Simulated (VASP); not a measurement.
Write the native input for VASP 6.6.1 that does the following.

```
Task                   : single point
Functional             : PBE
Potentials or basis    : VASP PAW PBE potentials, release 64 (P)
Cutoff                 : 520 eV
k mesh                 : 9 × 9 × 9
Occupations            : fermi-dirac, width 0.05 eV
Spin                   : no spin polarisation
Further INCAR settings : ALGO = Normal; EDIFF = 1e-07; NBANDS = 12
```

The structure of P lies in POSCAR:

```
P
1.0
    1.7257251780      0.9963478961      3.1296800121
   -1.7257251780      0.9963478961      3.1296800121
    0.0000000000     -1.9926957921      3.1296800121
P
2
Direct
    0.7636290000      0.7712140000      0.7633900000
    0.2219640000      0.2289910000      0.2268450000
```

This isn't the form of P at room conditions, which is orthorhombic.

The cell isn't the ideal one: atoms moved at random, drawn with an rms of 0.05 Å.

These files were run (other wordings do the same):

INCAR

```
SYSTEM = P
PREC     = Accurate       ! precision mode
ENCUT    = 520            ! plane-wave cutoff, eV
EDIFF    = 1E-7           ! SCF threshold, eV
ISMEAR   = -1             ! smearing method
SIGMA    = 0.05           ! smearing width, eV
LREAL    = .FALSE.        ! projectors in reciprocal space
LASPH    = .TRUE.         ! aspherical terms in the spheres
NELM     = 80             ! most SCF steps
ALGO     = Normal         ! electronic algorithm
ISIF     = 2              ! what is computed and relaxed
LWAVE    = .FALSE.        ! write WAVECAR
LCHARG   = .FALSE.        ! write CHGCAR
GGA      = PE             ! functional
NBANDS   = 12             ! bands
```

KPOINTS

```
Automatic mesh
0
G
  9 9 9
  0 0 0
```

Potentials or basis: VASP PAW PBE potentials, release 64 (P).

Run with:

```console
$ cat potpaw_PBE.64/P/POTCAR > POTCAR
$ mpirun -np 1 vasp_std > vasp.out
```

Results of the run:

```yaml
Pressure: -0.3 GPa
Largest_force: 0.264 eV/Å
Band_gap_on_the_k_mesh: none (metal or under the smearing width)
```

It took 110 s on 1 thread of Intel(R) Xeon(R) Platinum 8488C (Sapphire Rapids), on a shared host, peak memory 0.22 GiB.
